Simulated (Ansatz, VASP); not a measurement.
# One calculation of MgSe, two programs

```
CELL_PARAMETERS angstrom
0.00000 2.75412 2.75412
2.75412 0.00000 2.75412
2.75412 2.75412 0.00000
ATOMIC_POSITIONS crystal
Mg 0.00000 0.00000 0.00000
Se 0.50000 0.50000 0.50000
```

The cell was built by a generator and needn't be a form met in nature.

Alike in both runs: functional PBE; k mesh 8 × 8 × 8; occupations gaussian, width 0.02 eV; no spin polarisation.

Ansatz relaxed the structure, and its values are those at the end. VASP's run is a single point on that final structure, the one shown.

|  | VASP | Ansatz |
| --- | --- | --- |
| version | VASP 6.6.1 | Ansatz 0.2.0 |
| potentials or method | VASP PAW PBE potentials, release 64 (Mg, Se) | scalar-relativistic, plane waves, PAW |
| plane-wave cutoff (eV) | 520 | 420 |
| valence electrons in the cell | 8 | 26 |

Ansatz gave:

| Item | Value |
| --- | --- |
| gap on the k mesh at the Fermi level (eV) | 1.77 |
| least direct gap on the mesh (eV) | 2.40 |
| pressure (GPa) | 0.0 |

What did VASP give for the same quantities?

gap on the k mesh at the Fermi level (eV): 1.75; least direct gap on the mesh (eV): 2.39; pressure (GPa): -0.1.

The two sets of potentials don't hold the same shells in valence.

A k mesh can miss the band edges. As with any semilocal functional, this PBE gap is likely too small.
